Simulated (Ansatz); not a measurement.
TiNi:

```
Ni Ti
1.0
     3.82195    0.00000    0.00000
     0.00000    3.82195    0.00000
     0.00000    0.00000    3.63625
Ni Ti
2 2
Direct
  0.00000 0.00000 0.00000
  0.50000 0.50000 0.00000
  0.50000 0.00000 0.51920
  0.00000 0.50000 0.48080
```

The cell comes from a database or a generator and needn't be the stable form of this composition.

Base run:

```yaml
Program: Ansatz 0.2.0
Functional: PBEsol
Potentials_or_basis: Ansatz PAW
Cutoff: "420 eV (not typed: the program's choice for these potentials)"
k_mesh: 6 × 6 × 6
Occupations: fermi-dirac, width 0.05 eV
Spin: collinear spin, ferromagnetic start
Starting_moments: "[0.5, 0.5, 0.5, 0.5] μB"
Fixed_moment: 2 μB
```

Its results: pressure -3.8 GPa; site moments Ni +0.28; Ti +0.54 μB; largest force 0.124 eV/Å.

Problem. The run is repeated on the same cell with these changes: fixed moment from 2 μB to 5 μB; moments at the start from [0.5, 0.5, 0.5, 0.5] to [1.25, 1.25, 1.25, 1.25]. What comes out?

Solution. Pressure 3.6 GPa; site moments Ni +0.82; Ti +1.14 μB; largest force 0.282 eV/Å.

Caveats: the total moment is fixed, so each spin has its own Fermi level; the PAW data sets come from PBE, with cores solved anew for the run's functional, which leaves a small shift of forces and pressure; the thresholds are loose for stress.
